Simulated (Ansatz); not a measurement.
Crystal: Al.

```
CELL_PARAMETERS angstrom
0.00000 2.02481 2.02481
2.02481 0.00000 2.02481
2.02481 2.02481 0.00000
ATOMIC_POSITIONS crystal
Al 0.00000 0.00000 0.00000
```

```yaml
Program: Ansatz 0.2.0
Task: relaxation of cell and atoms
Functional: PBEsol
Potentials_or_basis: all-electron LAPW, scalar-relativistic
Basis_error_allowed: 0.001 eV/atom
k_mesh: 11 × 11 × 11
Occupations: fermi-dirac, width 0.05 eV
Spin: no spin polarisation
```

At the start: volume 16.60 Å³/atom.

How do energy, volume and symmetry change on relaxing?

Over 4 steps the energy falls by 2.4 meV/atom and the volume is 16.21 Å³/atom (-2.4 %); space group Fm-3m (No. 225, to 0.05 Å).

Step by step:
```csv
step,energy change (eV),largest force (eV/Å),volume (Å³)
1,0.0000,0.0000,16.60
2,-0.0024,0.0000,16.14
3,-0.0024,0.0000,16.21
4,-0.0024,0.0000,16.21
```

Final structure:
```yaml
crystal:
  lattice:
    - [0.00000, 2.00858, 2.00858]
    - [2.00858, 0.00000, 2.00858]
    - [2.00858, 2.00858, 0.00000]
  atoms:
    - { symbol: Al, position: [0.00000, 0.00000, 0.00000] }
```

The cell as given is a measured one (16.60 Å³/atom); PBEsol puts the equilibrium volume -2.4 % from it, thermal expansion not counted.
